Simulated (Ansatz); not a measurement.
The cell is the one relaxed in the Materials Project (mp-55), not relaxed further here; entries there can be hypothetical.

An input for Sn and the output that it gave: DFT, PBE, all-electron LAPW, scalar-relativistic (Ansatz 0.2.0).

```yaml
crystal:
  lattice:
    - [-2.029189411, 2.029189411, 1.6607599896]
    - [2.029189411, -2.029189411, 1.6607599896]
    - [2.029189411, 2.029189411, -1.6607599896]
  atoms:
    - { symbol: Sn, position: [0.0, 0.0, 0.0] }
kpoints:
  mp_grid: { grid: [16, 16, 16] }
  band_path:
    path:
      - [0.0, 0.0, 0.0]
      - [0.0, 0.0, 0.5]
      - [-0.5, 0.5, 0.5]
      - [0.0, 0.0, 0.0]
      - [0.4174590337, 0.4174590337, -0.4174590337]
      - [-0.4174590337, 0.5825409663, 0.4174590337]
      - [-0.5, 0.5, 0.5]
      - [0.0, 0.0, 0.5]
      - [0.25, 0.25, 0.25]
    npoints: 8
scf:
  occupations: { method: fermi_dirac, width: 0.05 }
hamiltonian:
  xc: pbe
  pseudopotentials: { kind: all_electron, lapw: { basis_error: 0.001 } }
output:
  forces: true
  stress: true
  eigenvalues: true
  fatbands: true
  populations: true
  dos: { projected: true, de: 0.2, e_range: [-14, 8] }
```

The log:

```
Sn: projections on atomic orbitals take those of the free atom 1s2 2s2 2p6 3s2 3p6 3d10 4s2 4p6 4d10 5s2 5p2, of charge +0.00 (hamiltonian.pseudopotentials.projection_atoms)
LAPW: plane waves up to 6.607 Å⁻¹, error target 1.0e-3 eV per atom; small_component_spin mean_spin; Sn in spheres of 1.658 Å, 22 of its electrons in bands, Dirac shells []
Engine: ansatz 0.2.0
Pseudopotentials: kind: all_electron
Pseudopotential: Sn, LAPW, valence charge 22, Koelling and Harmon's equation, gaussian nucleus
Functional definition: PBE
  parameter kappa = 0.804
  parameter beta = 0.06672455060314922
  exchange = pbe_x(kappa = kappa, mu = beta*pi^2/3)
  correlation = pbe_c(beta = beta)
Crystal: 1 atoms, lattice volume = 27.353 Å³
Basis set: ecut = 166.32395022415506 eV, 127 PW (Γ), exchange–correlation at level 2
Bands: 15, of which v1, the nominal top of the filled ones, is band 11 counted from 1 (10 counted from 0)
Symmetry: 16 space group operations
Space group: I4/mmm (ITA 139), of the structure as read, at distance tolerance 3.0e-5 Å
k-points: 349 of 4096
Non-local potential: Sn, projectors of the file, none
Initial density: superposition of atomic densities (chi_scale 0.1, normalization cell)
Initial wavefunctions: plane waves of lowest kinetic energy (no species holds an atomic orbital)
Functional: x = pbe(κ = 0.804, μ = 0.2195149727645171), c = pbe(β = 0.06672455060314922)
iter 1 solved again at ethr=1.95e-5 eV; its pass at ethr=1.00e-1 eV (dr2=4.28e-3 eV) is discarded
SCF iter   1: F=—  HF=-168089.383867 eV  |F-HF|=—  |Δ(HF+E_count)|=         —  Δρ=4.85e-3  dr2=4.34e-3  ethr=1.95e-5  ⟨swp⟩=3.8  Hψ=38420  notcnv=0
preconditioner: auto → Kerker (q_TF=auto, 2.631 Å⁻¹)  [metal: Δε(μ)=0.016 eV  Ē_g=22.903 eV  σ=0.050 eV  W_gap=0.08  n_scr=12 (ndim 8)  ℏωp=26.6 eV  f_vac=0.000  D(μ)=0.54/eV (n_scr^D=0)]
SCF iter   2: F=—  HF=-168089.372143 eV  |F-HF|=—  |Δ(HF+E_count)|=   1.17e-2  Δρ=3.00e-3  dr2=2.00e-3  ethr=1.95e-5  ⟨swp⟩=2.0  Hψ=15046  notcnv=0
SCF iter   3: F=—  HF=-168089.371556 eV  |F-HF|=—  |Δ(HF+E_count)|=   5.87e-4  Δρ=1.72e-3  dr2=7.81e-4  ethr=9.11e-6  ⟨swp⟩=2.0  Hψ=15045  notcnv=0
SCF iter   4: F=—  HF=-168089.371657 eV  |F-HF|=—  |Δ(HF+E_count)|=   1.02e-4  Δρ=8.11e-4  dr2=2.08e-4  ethr=3.55e-6  ⟨swp⟩=2.0  Hψ=15044  notcnv=0
iter 5 solved again at ethr=2.80e-8 eV; its pass at ethr=9.48e-7 eV (dr2=6.15e-6 eV) is discarded
SCF iter   5: F=—  HF=-168089.371740 eV  |F-HF|=—  |Δ(HF+E_count)|=   8.21e-5  Δρ=1.35e-4  dr2=6.16e-6  ethr=2.80e-8  ⟨swp⟩=2.0  Hψ=25554  notcnv=0
SCF iter   6: F=—  HF=-168089.371740 eV  |F-HF|=—  |Δ(HF+E_count)|=   9.00e-7  Δρ=3.71e-5  dr2=2.64e-7  ethr=2.80e-8  ⟨swp⟩=2.0  Hψ=15045  notcnv=0
SCF iter   7: F=-168089.371741 eV  HF=-168089.371741 eV  |F-HF|=6.49e-9  |Δ(HF+E_count)|=   2.07e-7  Δρ=6.54e-6  dr2=9.68e-9  ethr=1.20e-9  ⟨swp⟩=3.0  Hψ=15688  notcnv=0
SCF 1 converged in 7 iterations: F = -168089.371741 eV  dr2 = 9.68e-9
NSCF: frozen V_eff on 65 k-points
SCF converged after 7 iterations
Free energy (F): -168089.371741 eV
Harris-Foulkes:  -168089.371741 eV  (|F-HF|=6.49e-9)
Internal energy: -168089.367263 eV  (E = F + TS)
E sigma→0 (E₀):  -168089.369502 eV
Entropy (-TS):   -0.004478 eV (-4.478 meV/atom)
Fermi energy:    13.672024 eV
--- Per-component energies (eV) ---
  E_band       = -702.425049
  E_kinetic    = 176783.750857
  E_xc         = -4497.567198
  E_electrostatic = -340375.550922  (all electrons and nuclei)
  E_smearing   = -0.004478  (= −TS)
  E_closure    = 0.000000  (closes the sum)
  E_atoms      = -168085.610346  (free atoms, spherical and without spin; not in F)
  Σ components = -168089.371741   (vs F -168089.371741, Δ=0.00e0)
  Basis errors (estimates in eV, not in F): energy 2.2e-4 per atom: plane waves 2.2e-4 (1.1e-4 summed), levels above the bands 6.1e-87, relativity 1.9e-8, radial functions 3.5e-6, core shells 1.5e-10; eigenvalues (radial functions only) 1.7e-5; not estimated: angular momenta, meshes, grids; target (lapw.basis_error) 1.0e-3; muffin-tin radii Sn 1.658 Å
--- Forces (eV/Å), atoms counted from 1 ---
  atom   1  Sn    -0.00000000     0.00000000    -0.00000000
  max |Σ_I F_I| component: 4.19e-31 eV/Å
--- Stress (GPa, compression-positive) ---
        0.704062       0.000000       0.000000
        0.000000       0.704062       0.000000
        0.000000       0.000000       1.553631
  P = ⅓ Tr σ = 0.9873 GPa (9.873 kbar)
--- Band table (eV; the first three rows and the last of 349) ---
  k-point 0: bands = ["-115.7869", "-71.5731", "-71.5673", "-71.5673", "-7.9116", "-7.8347", "-7.8347", "-7.8315", "-7.7208", "2.6147", "20.4216", "20.4216", "22.9912", "23.8867", "25.0398"]
  k-point 1: bands = ["-115.7869", "-71.5731", "-71.5675", "-71.5673", "-7.9076", "-7.8356", "-7.8332", "-7.8288", "-7.7225", "2.6880", "19.4393", "20.4758", "22.7399", "24.3042", "25.2938"]
  k-point 2: bands = ["-115.7869", "-71.5732", "-71.5678", "-71.5673", "-7.8963", "-7.8382", "-7.8378", "-7.8119", "-7.7273", "2.9080", "17.6456", "20.6296", "22.1446", "24.5944", "25.2920"]
  k-point 348: bands = ["-115.7866", "-71.5747", "-71.5700", "-71.5700", "-7.9432", "-7.8819", "-7.6916", "-7.6916", "-7.6622", "10.2622", "12.0919", "12.0919", "16.1821", "16.7055", "19.7404"]
--- Löwdin populations: 1 site ---
  site symbol       q [e]
     0     Sn     49.9693
  spilling = 0.000613 (of n_electrons = 50.000000)
```
